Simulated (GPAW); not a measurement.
# ZnS (F-43m) in GPAW: a series of runs, part 2 of 3

GPAW 26.7.0. The steps go on from the part before.

### Step 3. Band structure, LDA

run.py

```python
from ase.dft.bandgap import bandgap
from ase.io import read, write
from ase.units import GPa
from gpaw import GPAW, PW

atoms = read('ZnS.xyz')

calc = GPAW(mode=PW(600),
            xc='LDA',
            kpts={'size': (7, 7, 7), 'gamma': True},
            occupations={'name': 'fermi-dirac', 'width': 0.05},
            nbands=18,
            convergence={'density': 1e-05, 'energy': 1e-05},
            maxiter=150,
            txt='gpaw.txt')
atoms.calc = calc
energy = atoms.get_potential_energy()
forces = atoms.get_forces()
stress = atoms.get_stress()
calc.write('gs.gpw')
write('result.traj', atoms)
print(f'Energy: {energy:.6f} eV')
print('Forces (eV/A):')
print(forces.round(4))
print('Stress (GPa):', (stress / GPa).round(3))
print('Fermi level:', round(calc.get_fermi_level(), 4), 'eV')
print(f'Gap: {bandgap(calc)[0]:.4f} eV, direct: {bandgap(calc, direct=True)[0]:.4f} eV')

path = atoms.cell.bandpath('GXWKGLUWLK,UX', npoints=80, eps=1e-4)
bs_calc = calc.fixed_density(kpts=path, symmetry='off', nbands=28,
                             convergence={'bands': 'CBM+6.0', 'eigenstates': 1e-6}, txt='bands.txt')
bs = bs_calc.band_structure()
bs.write('bs.json')
print(f'Gap on the path: {bandgap(bs_calc)[0]:.4f} eV')
```

ZnS.xyz

```xyz
2
Lattice="0.0000000000 2.7020000000 2.7020000000 2.7020000000 0.0000000000 2.7020000000 2.7020000000 2.7020000000 0.0000000000" Properties=species:S:1:pos:R:3 pbc="T T T"
Zn     4.0530000000      4.0530000000      4.0530000000
S      0.0000000000      0.0000000000      0.0000000000
```

Potentials or basis: the program's PAW data sets (release 1.2.1) made for this functional, pw.

Started as:

```sh
OMP_NUM_THREADS=1 python run.py
```

gpaw.txt:

```text
__  _  _
 | _ |_)|_||  |
 |__||  | ||/\| - 26.7.0

Input parameters:
  mode=PW(ecut=600.0),
  convergence={'density': 1e-05, 'energy': 1e-05},
  kpts=MonkhorstPack(size=(7, 7, 7), gamma=True),
  maxiter=150,
  nbands=18,
  occupations=Occupations(name='fermi-dirac', width=0.05),
  xc=XC(name='LDA')

Diagonalizing LCAO Hamiltonian
Converting LCAO to pw mode

                    Zn

       S

Atoms  # Å, Bohr magnetons
|   | symbol |        x |        y |        z |    initial magnetic moments |
|---|--------|----------|----------|----------|-----------------------------|
| 0 |     Zn | 4.053000 | 4.053000 | 4.053000 | ( 0.0000,  0.0000,  0.0000) |
| 1 |      S | 0.000000 | 0.000000 | 0.000000 | ( 0.0000,  0.0000,  0.0000) |

Unit cell  # Å
| periodic |        x |        y |        z |  lengths |    angles |
|----------|----------|----------|----------|----------|-----------|
|      yes | 0.000000 | 2.702000 | 2.702000 | 3.821205 | 60.000000 |
|      yes | 2.702000 | 0.000000 | 2.702000 | 3.821205 | 60.000000 |
|      yes | 2.702000 | 2.702000 | 0.000000 | 3.821205 | 60.000000 |

Number of symmetries: 24
Symmetry operations  # r_c * U_cc + t_c -> r_c
|    | kind |            matrix            |
|----|------|------------------------------|
|  0 |  E   |  1, 0, 0,  0, 1, 0,  0, 0, 1 |
|  1 |  σ   |  1, 0, 0,  0, 0, 1,  0, 1, 0 |
|  2 |  σ   |  1, 0,-1,  0, 1,-1,  0, 0,-1 |
|  3 |  C3  |  1, 0,-1,  0, 0,-1,  0, 1,-1 |
|  4 |  C3  |  1,-1, 0,  0,-1, 1,  0,-1, 0 |
|  5 |  σ   |  1,-1, 0,  0,-1, 0,  0,-1, 1 |
|  6 |  σ   |  0, 1, 0,  1, 0, 0,  0, 0, 1 |
|  7 |  C3  |  0, 1, 0,  0, 0, 1,  1, 0, 0 |
|  8 |  C2  |  0, 1,-1,  1, 0,-1,  0, 0,-1 |
|  9 |  S4  |  0, 1,-1,  0, 0,-1,  1, 0,-1 |
| 10 |  C3  |  0, 0, 1,  1, 0, 0,  0, 1, 0 |
| 11 |  σ   |  0, 0, 1,  0, 1, 0,  1, 0, 0 |
| 12 |  S4  |  0, 0,-1,  1, 0,-1,  0, 1,-1 |
| 13 |  C3  |  0, 0,-1,  0, 1,-1,  1, 0,-1 |
| 14 |  S4  |  0,-1, 1,  1,-1, 0,  0,-1, 0 |
| 15 |  C2  |  0,-1, 1,  0,-1, 0,  1,-1, 0 |
| 16 |  C3  |  0,-1, 0,  1,-1, 0,  0,-1, 1 |
| 17 |  S4  |  0,-1, 0,  0,-1, 1,  1,-1, 0 |
| 18 |  S4  | -1, 1, 0, -1, 0, 1, -1, 0, 0 |
| 19 |  C3  | -1, 1, 0, -1, 0, 0, -1, 0, 1 |
| 20 |  C3  | -1, 0, 1, -1, 1, 0, -1, 0, 0 |
| 21 |  S4  | -1, 0, 1, -1, 0, 0, -1, 1, 0 |
| 22 |  σ   | -1, 0, 0, -1, 1, 0, -1, 0, 1 |
| 23 |  C2  | -1, 0, 0, -1, 0, 1, -1, 1, 0 |

BZ-sampling:
  Number of BZ points: 343
  Number of IBZ points: 20

  Monkhorst-Pack size: [7, 7, 7]
  Monkhorst-Pack shift: [0, 0, 0]

K-points  # in reciprocal-cell coordinates
|     |                                coordinates |     weight |
|-----|--------------------------------------------|------------|
|   0 | (  0.00000000,   0.00000000,   0.00000000) | 0.00291545 |
|   1 | (  0.14285714,   0.14285714,   0.00000000) | 0.01749271 |
|   2 | (  0.14285714,   0.14285714,   0.14285714) | 0.02332362 |
|   3 | (  0.28571429,   0.14285714,   0.14285714) | 0.03498542 |
|   4 | (  0.28571429,   0.28571429,   0.00000000) | 0.01749271 |
|   5 | (  0.28571429,   0.28571429,   0.14285714) | 0.06997085 |
|   6 | (  0.28571429,   0.28571429,   0.28571429) | 0.02332362 |
|   7 | (  0.42857143,  -0.28571429,  -0.28571429) | 0.03498542 |
|   8 | (  0.42857143,   0.28571429,  -0.42857143) | 0.13994169 |
|   9 | (  0.42857143,   0.28571429,  -0.28571429) | 0.06997085 |
| ... |                                            |            |
|  19 | (  0.42857143,   0.42857143,   0.42857143) | 0.02332362 |

Plane wave coefficients: 1363
Cutoff: 600.0 eV

Spin-components: 1 (collinear spins)
Bands:           18
Projectors:      11
Spin-degeneracy: 2
Datatype:        complex128

Parallelization:
  kpt:    1
  domain: 1
  band:   1

Density:
  Valence electrons: 18.0
  Components: 1
  Grid points: [24 24 24]
  Charge: 0.0  # |e|

Potential:
  Grid points: [24 24 24]

species:
  Zn:
    name:    Zinc
    Z:       30.0
    valence: 12
    core:    18
    charge:  0.0  # [|e|]
    compensation charges:
      type: gauss
      rc: 0.37  # [Å]
      lmax: 2
    cutoffs:
      filter: 2.14  # [Å]
      core: 2.28  # [Å]
    projectors
    | kind |    occ | energy [eV] | rcut [Å] |
    |------|--------|-------------|----------|
    |   4s |  2.000 |      -6.218 |    1.286 |
    |   4p |  0.000 |      -1.230 |    1.270 |
    |   3d | 10.000 |     -10.426 |    1.180 |
    |    s |        |      20.994 |    1.286 |
    |    p |        |      25.981 |    1.270 |
    |    d |        |      16.786 |    1.180 |

    Using partial waves for Zn as LCAO basis

  S:
    name:    Sulfur
    Z:       16.0
    valence: 6
    core:    10
    charge:  0.0  # [|e|]
    compensation charges:
      type: gauss
      rc: 0.24  # [Å]
      lmax: 2
    cutoffs:
      filter: 1.77  # [Å]
      core: 1.66  # [Å]
    projectors
    | kind |    occ | energy [eV] | rcut [Å] |
    |------|--------|-------------|----------|
    |   3s |  2.000 |     -17.278 |    0.974 |
    |   3p |  4.000 |      -7.106 |    0.979 |
    |    s |        |       9.933 |    0.974 |
    |    p |        |      20.105 |    0.979 |
    |    d |        |       0.000 |    0.900 |

    Using partial waves for S as LCAO basis

Reference energy: -59612.485647  # eV

eigensolver:
  PPCG
  Converge bands: occupied
  niter=2

density mixing:
  MSR1-Mixer
  Pratt-step length: 0.05
  Maximum mixing coefficient: 0.75
  Old densities: 10
  SVD Regularization: 0.005
  Good broyden scale: 1.0
  Trust region scale: 1.0
  Backstep threshold: 4.0
  History deletion threshold: 6.0
  Fourier metric: weight=20.0, sigma=0.015

occupation numbers:
  Fermi-Dirac:
    width: 0.0500  # eV

poisson solver:
  ecut: 4800.0  # eV

xc functional:
  name: None

convergence criteria:
[... 6 lines left out ...]
|iter     | |      energy | eigst |  dens |
|---------|-|-------------|-------|-------|
|iter:   1| |   -8.637099 | -0.09 |       |
|iter:   2| |   -8.554188 | -1.84 | -1.21 |
|iter:   3| |   -8.279006 | -1.59 | -1.25 |
|iter:   4| |   -8.274575 | -2.86 | -1.80 |
|iter:   5| |   -8.274618 | -4.20 | -2.27 |
|iter:   6| |   -8.274610c| -5.12 | -3.34 |
|iter:   7| |   -8.274617c| -6.47 | -3.68 |
|iter:   8| |   -8.274618c| -6.64 | -4.08 |
|iter:   9| |   -8.274618c| -7.84c| -5.30c|

Converged in 9 steps
Energy contributions relative to reference atoms: (reference = -59612.485647)

Energy contributions:
  Kinetic:           7.541510
  Coulomb:          -6.393472
  Zero:              0.036115
  External:          0.000000
  Xc:               -9.458771
  Entropy:          -0.000000
  Spinorbit:         0.000000
  ----------------------------
  Free energy:      -8.274618
  Extrapolated:     -8.274618

dipole moment: (-14.569600, -14.569600, -14.569600)  # |e|*Ang

Fermi level: 4.393
Eigenvalues  # (at kpt = [0.000, 0.000, 0.000])
| band index |      eig [eV] | occ [0-2] |
|------------|---------------|-----------|
|          0 |        -9.655 |     2.000 |
|          1 |        -2.983 |     2.000 |
|          2 |        -2.983 |     2.000 |
|          3 |        -2.983 |     2.000 |
|          4 |        -2.501 |     2.000 |
|          5 |        -2.501 |     2.000 |
[... 10 lines left out ...]
|         16 |        17.768 |     0.000 |
|         17 |        17.768 |     0.000 |

Gap: 1.858 eV
Transition (v -> c):
  (s=0, k=0, n=8, [0.00, 0.00, 0.00]) -> (s=0, k=0, n=9, [0.00, 0.00, 0.00])
No difference between direct/indirect transitions

Forces  # eV/Ang
|        x |        y |        z |
|----------|----------|----------|
| -0.00000 |  0.00000 | -0.00000 |  # Zn   0
|  0.00000 | -0.00000 | -0.00000 |  # S    1

Stress tensor  # eV/Ang^3
|         x |         y |         z |
|-----------|-----------|-----------|
|  0.030657 |  0.000000 | -0.000000 |
|  0.000000 |  0.030657 | -0.000000 |
| -0.000000 | -0.000000 |  0.030657 |

# Writing to gs.gpw (mode='')
```

Wall time 19 s (1 thread of INTEL XEON PLATINUM 8581C at 2.30GHz (Emerald Rapids), shared host); peak memory 0.24 GiB.

Results:

```yaml
Free_energy: -8.2746 eV
Pressure: -4.9 GPa
Band_gap_on_the_k_mesh: 1.86 eV, direct
Band_gap_along_the_path: 1.86 eV, direct
```

Levels at the corners of the path, in eV from the valence-band top:
```tsv
point	band 6	band 7	band 8	band 9	band 10	band 11	band 12	band 13
Γ	-5.97	0.00	0.00	0.00	1.86	6.22	6.22	6.22
X	-5.75	-4.66	-2.25	-2.25	3.18	3.88	10.69	11.74
W	-5.56	-4.68	-2.80	-2.77	5.52	5.89	7.66	7.99
K	-5.62	-4.71	-3.17	-1.83	3.92	5.80	9.14	9.59
Γ	-5.97	0.00	0.00	0.00	1.86	6.22	6.22	6.22
L	-5.76	-5.38	-0.88	-0.88	3.09	6.75	6.75	8.61
U	-5.62	-4.71	-3.17	-1.83	3.92	5.80	9.14	9.59
W	-5.56	-4.68	-2.80	-2.77	5.52	5.89	7.66	7.99
L	-5.76	-5.38	-0.88	-0.88	3.09	6.75	6.75	8.61
K	-5.62	-4.71	-3.17	-1.83	3.92	5.80	9.14	9.59
U	-5.62	-4.71	-3.17	-1.83	3.92	5.80	9.14	9.59
X	-5.75	-4.66	-2.25	-2.25	3.18	3.88	10.69	11.74
```

### Step 4. Band structure, PBE

Changes to run.py since step 3:

```diff
@@ -5,9 +5,10 @@
 
-atoms = read('ZnS.xyz')
+atoms = read('POSCAR')
 
 calc = GPAW(mode=PW(600),
-            xc='LDA',
+            xc='PBE',
             kpts={'size': (7, 7, 7), 'gamma': True},
             occupations={'name': 'fermi-dirac', 'width': 0.05},
-            nbands=18,
+            setups={'S': 'v3'},
+            nbands=-9,
             convergence={'density': 1e-05, 'energy': 1e-05},
@@ -29,3 +30,3 @@
 path = atoms.cell.bandpath('GXWKGLUWLK,UX', npoints=80, eps=1e-4)
-bs_calc = calc.fixed_density(kpts=path, symmetry='off', nbands=28,
+bs_calc = calc.fixed_density(kpts=path, symmetry='off', nbands=-18,
                              convergence={'bands': 'CBM+6.0', 'eigenstates': 1e-6}, txt='bands.txt')
```

POSCAR

```
ZnS
1.0
    0.0000000000      2.7020000000      2.7020000000
    2.7020000000      0.0000000000      2.7020000000
    2.7020000000      2.7020000000      0.0000000000
Zn S
1 1
Direct
    0.7500000000      0.7500000000      0.7500000000
    0.0000000000      0.0000000000      0.0000000000
```

Potentials or basis: GPAW PAW data sets (gpaw-data 1.2.1), newer versions, pw.

Started as:

```sh
OMP_NUM_THREADS=1 python run.py
```

gpaw.txt:

```text
__  _  _
 | _ |_)|_||  |
 |__||  | ||/\| - 26.7.0

Input parameters:
  mode=PW(ecut=600.0),
  convergence={'density': 1e-05, 'energy': 1e-05},
  kpts=MonkhorstPack(size=(7, 7, 7), gamma=True),
  maxiter=150,
  nbands=-9,
  occupations=Occupations(name='fermi-dirac', width=0.05),
  setups={'S': 'v3'},
  xc=XC(name='PBE')

Diagonalizing LCAO Hamiltonian
Converting LCAO to pw mode

                    Zn

       S

Atoms  # Å, Bohr magnetons
|   | symbol |        x |        y |        z |    initial magnetic moments |
|---|--------|----------|----------|----------|-----------------------------|
| 0 |     Zn | 4.053000 | 4.053000 | 4.053000 | ( 0.0000,  0.0000,  0.0000) |
| 1 |      S | 0.000000 | 0.000000 | 0.000000 | ( 0.0000,  0.0000,  0.0000) |

Unit cell  # Å
| periodic |        x |        y |        z |  lengths |    angles |
|----------|----------|----------|----------|----------|-----------|
|      yes | 0.000000 | 2.702000 | 2.702000 | 3.821205 | 60.000000 |
|      yes | 2.702000 | 0.000000 | 2.702000 | 3.821205 | 60.000000 |
|      yes | 2.702000 | 2.702000 | 0.000000 | 3.821205 | 60.000000 |

Number of symmetries: 24
Symmetry operations  # r_c * U_cc + t_c -> r_c
|    | kind |            matrix            |
|----|------|------------------------------|
|  0 |  E   |  1, 0, 0,  0, 1, 0,  0, 0, 1 |
|  1 |  σ   |  1, 0, 0,  0, 0, 1,  0, 1, 0 |
|  2 |  σ   |  1, 0,-1,  0, 1,-1,  0, 0,-1 |
|  3 |  C3  |  1, 0,-1,  0, 0,-1,  0, 1,-1 |
|  4 |  C3  |  1,-1, 0,  0,-1, 1,  0,-1, 0 |
|  5 |  σ   |  1,-1, 0,  0,-1, 0,  0,-1, 1 |
|  6 |  σ   |  0, 1, 0,  1, 0, 0,  0, 0, 1 |
|  7 |  C3  |  0, 1, 0,  0, 0, 1,  1, 0, 0 |
|  8 |  C2  |  0, 1,-1,  1, 0,-1,  0, 0,-1 |
|  9 |  S4  |  0, 1,-1,  0, 0,-1,  1, 0,-1 |
| 10 |  C3  |  0, 0, 1,  1, 0, 0,  0, 1, 0 |
| 11 |  σ   |  0, 0, 1,  0, 1, 0,  1, 0, 0 |
| 12 |  S4  |  0, 0,-1,  1, 0,-1,  0, 1,-1 |
| 13 |  C3  |  0, 0,-1,  0, 1,-1,  1, 0,-1 |
| 14 |  S4  |  0,-1, 1,  1,-1, 0,  0,-1, 0 |
| 15 |  C2  |  0,-1, 1,  0,-1, 0,  1,-1, 0 |
| 16 |  C3  |  0,-1, 0,  1,-1, 0,  0,-1, 1 |
| 17 |  S4  |  0,-1, 0,  0,-1, 1,  1,-1, 0 |
| 18 |  S4  | -1, 1, 0, -1, 0, 1, -1, 0, 0 |
| 19 |  C3  | -1, 1, 0, -1, 0, 0, -1, 0, 1 |
| 20 |  C3  | -1, 0, 1, -1, 1, 0, -1, 0, 0 |
| 21 |  S4  | -1, 0, 1, -1, 0, 0, -1, 1, 0 |
| 22 |  σ   | -1, 0, 0, -1, 1, 0, -1, 0, 1 |
| 23 |  C2  | -1, 0, 0, -1, 0, 1, -1, 1, 0 |

BZ-sampling:
  Number of BZ points: 343
  Number of IBZ points: 20

  Monkhorst-Pack size: [7, 7, 7]
  Monkhorst-Pack shift: [0, 0, 0]

K-points  # in reciprocal-cell coordinates
|     |                                coordinates |     weight |
|-----|--------------------------------------------|------------|
|   0 | (  0.00000000,   0.00000000,   0.00000000) | 0.00291545 |
|   1 | (  0.14285714,   0.14285714,   0.00000000) | 0.01749271 |
|   2 | (  0.14285714,   0.14285714,   0.14285714) | 0.02332362 |
|   3 | (  0.28571429,   0.14285714,   0.14285714) | 0.03498542 |
|   4 | (  0.28571429,   0.28571429,   0.00000000) | 0.01749271 |
|   5 | (  0.28571429,   0.28571429,   0.14285714) | 0.06997085 |
|   6 | (  0.28571429,   0.28571429,   0.28571429) | 0.02332362 |
|   7 | (  0.42857143,  -0.28571429,  -0.28571429) | 0.03498542 |
|   8 | (  0.42857143,   0.28571429,  -0.42857143) | 0.13994169 |
|   9 | (  0.42857143,   0.28571429,  -0.28571429) | 0.06997085 |
| ... |                                            |            |
|  19 | (  0.42857143,   0.42857143,   0.42857143) | 0.02332362 |

Plane wave coefficients: 1363
Cutoff: 600.0 eV

Spin-components: 1 (collinear spins)
Bands:           18
Projectors:      11
Spin-degeneracy: 2
Datatype:        complex128

Parallelization:
  kpt:    1
  domain: 1
  band:   1

Density:
  Valence electrons: 18.0
  Components: 1
  Grid points: [24 24 24]
  Charge: 0.0  # |e|

Potential:
  Grid points: [24 24 24]

species:
  Zn:
    name:    Zinc
    Z:       30.0
    valence: 12
    core:    18
    charge:  0.0  # [|e|]
    compensation charges:
      type: gauss
      rc: 0.37  # [Å]
      lmax: 2
    cutoffs:
      filter: 2.14  # [Å]
      core: 2.28  # [Å]
    projectors
    | kind |    occ | energy [eV] | rcut [Å] |
    |------|--------|-------------|----------|
    |   4s |  2.000 |      -5.977 |    1.286 |
    |   4p |  0.000 |      -1.117 |    1.270 |
    |   3d | 10.000 |     -10.142 |    1.180 |
    |    s |        |      21.234 |    1.286 |
    |    p |        |      26.095 |    1.270 |
    |    d |        |      17.070 |    1.180 |

    Using partial waves for Zn as LCAO basis

  S:
    name:    Sulfur
    Z:       16.0
    valence: 6
    core:    10
    charge:  0.0  # [|e|]
    compensation charges:
      type: gauss
      rc: 0.26  # [Å]
      lmax: 2
    cutoffs:
      filter: 2.13  # [Å]
      core: 1.67  # [Å]
    projectors
    | kind |    occ | energy [eV] | rcut [Å] |
    |------|--------|-------------|----------|
    |   3s |  2.000 |     -17.256 |    1.217 |
    |   3p |  4.000 |      -7.009 |    0.953 |
    |    s |        |       9.955 |    1.217 |
    |    p |        |      20.203 |    0.953 |
    |    d |        |       0.000 |    0.847 |

    Using partial waves for S as LCAO basis

Reference energy: -59719.847817  # eV

eigensolver:
  PPCG
  Converge bands: occupied
  niter=2

density mixing:
  MSR1-Mixer
  Pratt-step length: 0.05
  Maximum mixing coefficient: 0.75
  Old densities: 10
  SVD Regularization: 0.005
  Good broyden scale: 1.0
  Trust region scale: 1.0
  Backstep threshold: 4.0
  History deletion threshold: 6.0
  Fourier metric: weight=20.0, sigma=0.015

occupation numbers:
  Fermi-Dirac:
    width: 0.0500  # eV

poisson solver:
  ecut: 4800.0  # eV

xc functional:
  name: PBE with 2 nearest neighbor stencil

convergence criteria:
[... 6 lines left out ...]
|iter     | |      energy | eigst |  dens |
|---------|-|-------------|-------|-------|
|iter:   1| |   -7.263823 | -0.14 |       |
|iter:   2| |   -7.179501 | -1.68 | -1.18 |
|iter:   3| |   -6.893701 | -1.49 | -1.23 |
|iter:   4| |   -6.894677 | -2.64 | -1.79 |
|iter:   5| |   -6.896047 | -3.61 | -2.23 |
|iter:   6| |   -6.896047 | -4.68 | -3.17 |
|iter:   7| |   -6.896065c| -5.61 | -3.55 |
|iter:   8| |   -6.896071c| -5.77 | -3.91 |
|iter:   9| |   -6.896071c| -8.20c| -4.96 |
|iter:  10| |   -6.896071c| -7.62c| -5.40c|

Converged in 10 steps
Energy contributions relative to reference atoms: (reference = -59719.847817)

Energy contributions:
  Kinetic:          11.098612
  Coulomb:          -9.293921
  Zero:             -0.046940
  External:          0.000000
  Xc:               -8.653821
  Entropy:          -0.000000
  Spinorbit:         0.000000
  ----------------------------
  Free energy:      -6.896071
  Extrapolated:     -6.896071

dipole moment: (-15.024205, -15.024205, -15.024205)  # |e|*Ang

Fermi level: 4.657
Eigenvalues  # (at kpt = [0.000, 0.000, 0.000])
| band index |      eig [eV] | occ [0-2] |
|------------|---------------|-----------|
|          0 |        -9.418 |     2.000 |
|          1 |        -2.599 |     2.000 |
|          2 |        -2.599 |     2.000 |
|          3 |        -2.599 |     2.000 |
|          4 |        -2.105 |     2.000 |
|          5 |        -2.105 |     2.000 |
[... 10 lines left out ...]
|         16 |        18.256 |     0.000 |
|         17 |        18.256 |     0.000 |

Gap: 2.109 eV
Transition (v -> c):
  (s=0, k=0, n=8, [0.00, 0.00, 0.00]) -> (s=0, k=0, n=9, [0.00, 0.00, 0.00])
No difference between direct/indirect transitions

Forces  # eV/Ang
|       x |        y |       z |
|---------|----------|---------|
| 0.00000 | -0.00000 | 0.00000 |  # Zn   0
| 0.00000 | -0.00000 | 0.00000 |  # S    1

Stress tensor  # eV/Ang^3
|         x |         y |         z |
|-----------|-----------|-----------|
| -0.010304 | -0.000000 | -0.000000 |
| -0.000000 | -0.010304 |  0.000000 |
| -0.000000 |  0.000000 | -0.010304 |

# Writing to gs.gpw (mode='')
```

It took 22 s on 1 thread of INTEL XEON PLATINUM 8581C at 2.30GHz (Emerald Rapids), shared host; peak memory 0.24 GiB.

What came out:

```yaml
Free_energy: -6.8961 eV
Pressure: 1.7 GPa
Band_gap_on_the_k_mesh: 2.11 eV, direct
Band_gap_along_the_path: 2.11 eV, direct
```

Levels at the corners of the path, in eV from the valence-band top:
| point | band 7 | band 8 | band 9 | band 10 | band 11 | band 12 |
| --- | --- | --- | --- | --- | --- | --- |
| Γ | 0.00 | 0.00 | 0.00 | 2.11 | 6.37 | 6.37 |
| X | -4.55 | -2.22 | -2.22 | 3.40 | 4.07 | 10.96 |
| W | -4.58 | -2.75 | -2.71 | 5.68 | 6.03 | 7.85 |
| K | -4.61 | -3.11 | -1.80 | 4.12 | 5.95 | 9.35 |
| Γ | 0.00 | 0.00 | 0.00 | 2.11 | 6.37 | 6.37 |
| L | -5.28 | -0.86 | -0.86 | 3.31 | 6.89 | 6.89 |
| U | -4.61 | -3.11 | -1.80 | 4.12 | 5.95 | 9.35 |
| W | -4.58 | -2.75 | -2.71 | 5.68 | 6.03 | 7.85 |
| L | -5.28 | -0.86 | -0.86 | 3.31 | 6.89 | 6.89 |
| K | -4.61 | -3.11 | -1.80 | 4.12 | 5.95 | 9.35 |
| U | -4.61 | -3.11 | -1.80 | 4.12 | 5.95 | 9.35 |
| X | -4.55 | -2.22 | -2.22 | 3.40 | 4.07 | 10.96 |

(Part 2 of 3 ends here.)
